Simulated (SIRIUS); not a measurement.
**AlN under changes of volume**

One of the cells (8.421 Å³/atom); the others are scaled copies at fixed shape and fractional positions:

```
Al N
1.0
     0.00000    2.03452    2.03452
     2.03452    0.00000    2.03452
     2.03452    2.03452    0.00000
Al N
1 1
Direct
  0.50000 0.50000 0.50000
  0.00000 0.00000 0.00000
```

Measurements of this composition are mostly on another form, of space group No. 186.

```yaml
Program: SIRIUS 7.12.0
Functional: LDA
Potentials_or_basis: all-electron FP-LAPW
Cutoff: 289 eV
Basis: apw+lo standard
k_mesh: 11 × 11 × 11
Occupations: fermi-dirac, width 0.05 eV
Spin: no spin polarisation
```

| volume (Å³/atom) | energy over the lowest point (meV/atom) | gap on the mesh (eV) |
| --- | --- | --- |
| 7.916 | 2.42 | 5.00 |
| 8.085 | 0.00 | 4.80 |
| 8.253 | ? | ? |
| 8.421 | 12.65 | 4.41 |
| 8.590 | 26.49 | 4.22 |
| 8.758 | 44.77 | 4.04 |
| 8.927 | 66.95 | 3.87 |

Task: What does the run at 8.253 Å³/atom give?

Result: Energy over the lowest point 3.59 meV/atom; gap on the mesh 4.60 eV.

Worked out: A Birch-Murnaghan fit of order 3 (a polynomial in V^(-2/3)) to the other rows has its minimum at 8.06 Å³/atom with B0 = V·E''(V) = 278 GPa and B' = 4.2. It gives 3.62 meV/atom at 8.253 Å³/atom, against the run's 3.59. A straight line through the other rows of the gap, of slope -9.45 eV per unit of ln V, gives 4.60 eV, against the run's 4.60.

Energies are extrapolated to zero smearing.

Caveats: an odd mesh through Γ misses points on the zone boundary, where band edges often lie.
